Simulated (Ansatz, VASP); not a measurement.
Na in VASP and in Ansatz

```xyz
4
Lattice="3.7491 0.0000 0.0000 -1.8745 3.2468 0.0000 0.0000 0.0000 12.7023" Properties=species:S:1:pos:R:3 pbc="T T T"
Na    1.8745    1.0823    9.5267
Na    0.0000    0.0000    6.3512
Na    0.0000    2.1645    3.1756
Na    0.0000    0.0000    0.0000
```

Change from the starting cell: volume scaled by 1.04.

Alike in both runs: task single point; functional PBE; k mesh 8 × 8 × 3; occupations fermi-dirac, width 0.05 eV; no spin polarisation.

|  | VASP | Ansatz |
| --- | --- | --- |
| version | VASP 6.6.1 | Ansatz 0.2.0 |
| potentials or method | VASP PAW PBE potentials, release 64 (Na_pv) | Ansatz PAW |
| plane-wave cutoff (eV) | 520 | 420 |
| valence electrons in the cell | 28 | 36 |

```csv
,VASP,Ansatz,Ansatz less VASP
gap on the k mesh at the Fermi level (eV),none,none,-
pressure (GPa),-0.3,-0.3,+0.01
largest component of the traceless stress (GPa),0.59,0.59,-0.003
```

A gap of «none» marks a metal or a gap that the smearing closes. The two sets of potentials don't hold the same shells in valence.
